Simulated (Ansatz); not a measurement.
input.yaml (Ansatz)

```yaml
crystal:
  lattice:
    - [1.8778599134, 1.0841829265, 2.1547277986]
    - [-1.8778599134, 1.0841829265, 2.1547277986]
    - [0.0, -2.168365853, 2.1547277985]
  atoms:
    - { symbol: Hg, position: [0.0, 1.0, 1.0] }
hamiltonian:
  xc: r2scanh
  pseudopotentials:
    kind: paw
    azcp:
      Hg: "pseudopotentials/Hg.paw.azcp"
basis:
  ecutwfc: 500
  fft_grid_basis: typed
kpoints:
  mp_grid: { grid: [6, 6, 6], shift: [0, 0, 0] }
magnetization:
  spin_polarized: false
scf:
  occupations: { method: fermi_dirac, width: 0.1 }
```

Terminal output

```
Engine: ansatz 0.2.0, x86_64-unknown-linux-gnu
Pseudopotentials: kind: paw
Pseudopotential: Hg, paw, valence charge 20, recommended cutoff 500 eV (meta_gga) 
Functional definition: r2SCANh
  parameter a = 0.1
  parameter k0 = 0.174
  parameter k1 = 0.065
  parameter a1 = 4.9479
  exchange = (1 - a)*r2scan_x(k0 = k0, k1 = k1, a1 = a1) + a*exact_x
  correlation = r2scan_c
Crystal: 1 atoms, lattice volume = 26.321 Å³
Basis set: ecut = 500 eV, 667 PW (Γ), exchange–correlation on 96×96×96 points (64 copies of the dense FFT grid, shifted against one another)
Bands: 14, of which v1, the nominal top of the filled ones, is band 10 counted from 1 (9 counted from 0)
Symmetry: 12 space group operations
Space group: R-3m (ITA 166), of the structure as read, at distance tolerance 3.0e-5 Å
k-points: 32 of 216
Non-local potential: Hg, projectors of the file, l = 0: 3, l = 1: 2, l = 2: 2, l = 3: 1
PAW form: soft (Blöchl's): semilocal exchange-correlation on the pseudo side does not see the compensation charge
PAW frozen core: Hg, regenerated for the run's functional, and the local potential with it (the file was generated under x = pbe(κ = 0.804, μ = 0.2195149727645171), c = pbe(β = 0.06672455060314922))
PAW one-centre angular grid: Hg, 590 points (default); XC on 160 Gauss nodes
Initial density: superposition of atomic densities (neutral atoms: chi_scale 0, normalization atom), corrected by the library's trained network
Initial wavefunctions: pseudopotential atomic-orbital guess
Functional: x = r2scan, c = r2scan; τ floored in thin density (d = 2e-4 eV/Å³), warm-up for x = 0.9 r2scan + 0.1 exact, c = r2scan; τ floored in thin density (d = 2e-4 eV/Å³)
SCF iter   1: F=—  HF=-13827.842538 eV  |F-HF|=—  |Δ(HF+E_count)|=         —  Δρ=7.55e-3  dr2=1.32e-2  dr2_τ=3.21e-3  ethr=1.77e-3  ⟨swp⟩=9.0  Hψ=2038  notcnv=0
iter 2 solved again at ethr=4.32e-6 eV; its pass at ethr=6.58e-5 eV (dr2=8.64e-4 eV) is discarded
SCF iter   2: F=—  HF=-13827.839257 eV  |F-HF|=—  |Δ(HF+E_count)|=   3.28e-3  Δρ=3.43e-3  dr2=8.81e-4  dr2_τ=7.21e-4  ethr=4.32e-6  ⟨swp⟩=2.0  Hψ=1803  notcnv=0
SCF iter   3: F=—  HF=-13827.839100 eV  |F-HF|=—  |Δ(HF+E_count)|=   1.57e-4  Δρ=1.50e-3  dr2=1.56e-4  dr2_τ=1.54e-5  ethr=4.32e-6  ⟨swp⟩=3.0  Hψ=887  notcnv=0
SCF iter   4: F=—  HF=-13827.839068 eV  |F-HF|=—  |Δ(HF+E_count)|=   3.23e-5  Δρ=4.51e-4  dr2=1.27e-5  dr2_τ=2.75e-6  ethr=7.79e-7  ⟨swp⟩=2.0  Hψ=773  notcnv=0
SCF iter   5: F=—  HF=-13827.839066 eV  |F-HF|=—  |Δ(HF+E_count)|=   2.02e-6  Δρ=7.28e-5  dr2=3.35e-7  dr2_τ=8.97e-8  ethr=6.34e-8  ⟨swp⟩=2.3  Hψ=783  notcnv=0
SCF iter   6: F=—  HF=-13827.839066 eV  |F-HF|=—  |Δ(HF+E_count)|=   5.54e-8  Δρ=6.12e-6  dr2=2.74e-9  dr2_τ=6.74e-10  ethr=1.67e-9  ⟨swp⟩=3.0  Hψ=832  notcnv=0
SCF iter   7: F=-13827.839066 eV  HF=-13827.839066 eV  |F-HF|=1.46e-11  |Δ(HF+E_count)|=  2.40e-10  Δρ=2.77e-7  dr2=8.94e-12  dr2_τ=1.57e-12  ethr=1.37e-11  ⟨swp⟩=3.2  Hψ=1027  notcnv=0
SCF 1 converged in 7 iterations: F = -13827.839066 eV  dr2 = 8.94e-12
Initial density: handed on by an earlier stage of this run
Initial wavefunctions: those handed on with the density
Functional: x = 0.9 r2scan + 0.1 exact, c = r2scan; τ floored in thin density (d = 2e-4 eV/Å³)
Frozen-core exchange: fock
iter 1 solved again at ethr=2.45e-6 eV; its pass at ethr=1.00e-1 eV (dr2=4.91e-4 eV) is discarded
SCF iter   1: F=—  HF=-13826.715731 eV  |F-HF|=—  |Δ(HF+E_count)|=         —  Δρ=2.78e-3  dr2=1.54e-3  dr2_τ=1.54e-4  ethr=2.45e-6  ⟨swp⟩=4.5  Hψ=2096  notcnv=0
eigensolver tolerance schedule calibrated: the retry pair's looser diagonalisation under-reported the residual by θ = 0.68 (0.15/decade); ethr = c·dr2/N_el runs at the constant in force after the calibration composes with the one it found (an armed cap, an earlier calibration), c = 4.6e-2
SCF iter   2: F=—  HF=-13826.715498 eV  |F-HF|=—  |Δ(HF+E_count)|=   2.33e-4  Δρ=1.14e-3  dr2=7.80e-5  dr2_τ=7.98e-5  ethr=2.45e-6  ⟨swp⟩=3.0  Hψ=1062  notcnv=0
SCF iter   3: F=—  HF=-13826.715525 eV  |F-HF|=—  |Δ(HF+E_count)|=   2.71e-5  Δρ=5.46e-4  dr2=1.76e-5  dr2_τ=3.27e-6  ethr=1.78e-7  ⟨swp⟩=2.7  Hψ=798  notcnv=0  defer=1
SCF iter   4: F=—  HF=-13826.715527 eV  |F-HF|=—  |Δ(HF+E_count)|=   2.17e-6  Δρ=6.24e-5  dr2=8.13e-7  dr2_τ=1.14e-7  ethr=4.08e-8  ⟨swp⟩=3.1  Hψ=1085  notcnv=0  defer=2
SCF iter   5: F=-13826.715527 eV  HF=-13826.715527 eV  |F-HF|=1.83e-8  |Δ(HF+E_count)|=   2.79e-7  Δρ=9.24e-6  dr2=2.66e-8  dr2_τ=3.13e-9  ethr=1.88e-9  ⟨swp⟩=3.2  Hψ=1209  notcnv=0  defer=4
SCF 2 converged in 5 iterations: F = -13826.715527 eV  dr2 = 2.66e-8
hybrid outer 1: dexx = +2.448e-4 eV, tail = 3.21e-7 eV
Frozen-core exchange: fock
SCF iter   1: F=—  HF=-13826.715530 eV  |F-HF|=—  |Δ(HF+E_count)|=         —  Δρ=1.17e-5  dr2=1.65e-8  dr2_τ=2.17e-8  ethr=8.03e-9  ⟨swp⟩=4.9  Hψ=1252  notcnv=0
SCF iter   2: F=-13826.715530 eV  HF=-13826.715530 eV  |F-HF|=7.82e-11  |Δ(HF+E_count)|=   2.10e-9  Δρ=4.66e-6  dr2=1.86e-9  dr2_τ=6.36e-10  ethr=8.22e-11  ⟨swp⟩=3.1  Hψ=975  notcnv=0  defer=4
SCF 3 converged in 2 iterations: F = -13826.715530 eV  dr2 = 1.86e-9
hybrid outer 2: dexx = +2.475e-9 eV, tail = 5.17e-9 eV, Δε = 4.61e-4 eV (about 5.94e-5 eV left of the loop's levels)
hybrid SCF converged: 2 outer / 7 inner (+7 warm-up), last move |dexx| = 2.47e-9 eV, tail = 5.17e-9 eV
Stability not checked: this state was not tested for a lower state beside it, because the functional holds exact exchange (a hybrid, or Hartree-Fock), whose exchange loop this test does not read (fock_operator; see scf.lower_state_search)
Free energy (F): -13826.715530 eV
Frozen-core exchange: fock
Harris-Foulkes:  -13826.715530 eV  (|F-HF|=7.82e-11)
Internal energy: -13826.710474 eV  (E = F + TS)
E sigma→0 (E₀):  -13826.713002 eV
Entropy (-TS):   -0.005056 eV (-5.056 meV/atom)
Fermi energy:    12.771803 eV
--- Per-component energies (eV) ---
  E_band       = -467.550341
  E_kinetic    = 604.674320
  E_local      = -2722.054114  (includes V_loc(G=0)·N_el)
  E_nonlocal   = 74.438557
  E_hartree    = 1164.495834
  E_xc         = -189.543986
  E_vxc        = -262.897894  (∫ρ·V_xc dr)
  E_exx        = -34.313127  (= α·E_x^exact, valence–valence)
  E_paw        = -9955.226722  (= ΣΔE_a)
  E_vpaw       = -439.972384  (= ΣTr[D̂ρ^β])
  E_aug_tail   = 0.000374  (compensation charges beyond the density's cutoff)
  E_vtau       = 17.897183  (kinetic-family band-sum trace: ∫τ·v_τ [+ j·A + Jᵃ·Aᵃ] dr)
  E_ewald      = -2768.317785
  E_core_change = -0.863825  (= ΣΔE_core)
  E_smearing   = -0.005056  (= −TS)
  E_closure    = -0.000000  (closes the sum)
  Σ components = -13826.715530   (vs F -13826.715530, Δ=-1.82e-12)
--- Band table (eV; the first three rows and the last of 32) ---
  k-point 0: bands = ["-106.3736", "-53.7325", "-53.7283", "-53.7283", "3.5242", "3.9917", "3.9917", "5.6087", "5.6087", "5.6119", "24.4239", "24.4548"]
  k-point 1: bands = ["-106.3733", "-53.7416", "-53.7296", "-53.7276", "3.8555", "4.0211", "4.4839", "5.5026", "5.5652", "5.6073", "20.4838", "24.8329"]
  k-point 2: bands = ["-106.3727", "-53.7635", "-53.7288", "-53.7263", "3.9525", "4.0481", "5.3407", "5.5524", "5.5927", "6.6983", "15.2674", "25.3220"]
  k-point 31: bands = ["-106.3701", "-53.7919", "-53.7534", "-53.7534", "4.0314", "4.4804", "4.4804", "6.2785", "6.2785", "14.0535", "15.2904", "20.7895"]
  guard bands above this table: 2 of the run's 14 bands. The solve was not asked for them (output.publish_guard_bands: true or output.eigenvalues: true publishes all)
```
